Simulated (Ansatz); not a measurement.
Crystal: Nd, bcc type, 1 atom in the cell.

Method: Ansatz 0.2.0 development build, PBE, plane waves, PAW datasets (generated soft set 1).

Cutoff 420 eV; k-mesh 44×44×44 Γ-centred; Fermi–Dirac smearing of 0.0612 eV; no spin polarisation; no spin–orbit coupling.

The fit to the energies gives V₀ = 21.106 Å³/atom (a₀ = 3.482 Å), B₀ = 31.4 GPa, B₀′ = 6.94.

**Question.** What pressure does the program print at V = 21.823 Å³/atom, and how far above the lowest computed point (V = 20.984 Å³/atom) does the energy lie?

**Answer.** -0.93 GPa and 2.10 meV/atom. All points:

```json
{"V (Å³/atom)": "19.725", "a (Å)": "3.4042", "E − E(min) (meV/atom)": "10.51", "P (GPa)": "2.68"}
{"V (Å³/atom)": "20.144", "a (Å)": "3.4282", "E − E(min) (meV/atom)": "4.78", "P (GPa)": "1.72"}
{"V (Å³/atom)": "20.564", "a (Å)": "3.4518", "E − E(min) (meV/atom)": "1.39", "P (GPa)": "0.89"}
{"V (Å³/atom)": "20.984", "a (Å)": "3.4751", "E − E(min) (meV/atom)": "0.00", "P (GPa)": "0.19"}
{"V (Å³/atom)": "21.403", "a (Å)": "3.4981", "E − E(min) (meV/atom)": "0.32", "P (GPa)": "-0.42"}
{"V (Å³/atom)": "21.823", "a (Å)": "3.5209", "E − E(min) (meV/atom)": "2.10", "P (GPa)": "-0.93"}
{"V (Å³/atom)": "22.243", "a (Å)": "3.5433", "E − E(min) (meV/atom)": "5.14", "P (GPa)": "-1.37"}
```

The published all-electron PBE values for this crystal (mean of FLEUR and WIEN2k, k-spacing 0.06 Å⁻¹; Bosoni et al., Nat. Rev. Phys. 6, 45 (2024)) are V₀ = 21.068 Å³/atom, B₀ = 32.1 GPa, B₀′ = 6.99.

The stress includes the program's correction for the finite plane-wave basis.

This cubic structure is a model: it isn't the usual form of the substance at ambient conditions, and such phases are metastable or hypothetical. The open f shell is treated without spin here, so this is a model state and not the ground state.
